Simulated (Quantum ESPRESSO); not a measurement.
## Au: phonon spectrum and thermodynamics under several settings

```xyz
1
Lattice="0.0000 2.0350 2.0350 2.0350 0.0000 2.0350 2.0350 2.0350 0.0000" Properties=species:S:1:pos:R:3 pbc="T T T"
Au    0.0000    0.0000    0.0000
```

All runs used Quantum ESPRESSO 7.5; k mesh 12 × 12 × 12; relaxed cell; no spin polarisation; cutoff 612 eV; occupations cold, width 0.2 eV; q mesh 3 × 3 × 3.

```csv
level,potentials,volume (Å³/atom),highest frequency (cm⁻¹),zero-point energy (meV/atom),entropy at room temperature (k_B/atom)
LDA,GBRV 1.5 LDA,?,?,?,?
PBE,GBRV 1.5 PBE,17.94,134,14.9,6.08
PBEsol,GBRV 1.5 PBEsol,16.97,150,16.7,5.74
```

Task: What stands in the row left open?

Result: Volume 16.54 Å³/atom; highest frequency 157 cm⁻¹; zero-point energy 17.4 meV/atom; entropy at room temperature 5.63 k_B/atom.

For the row left open. Caveat: the q mesh is small, so phonon branches between its points and thermal values are rough.
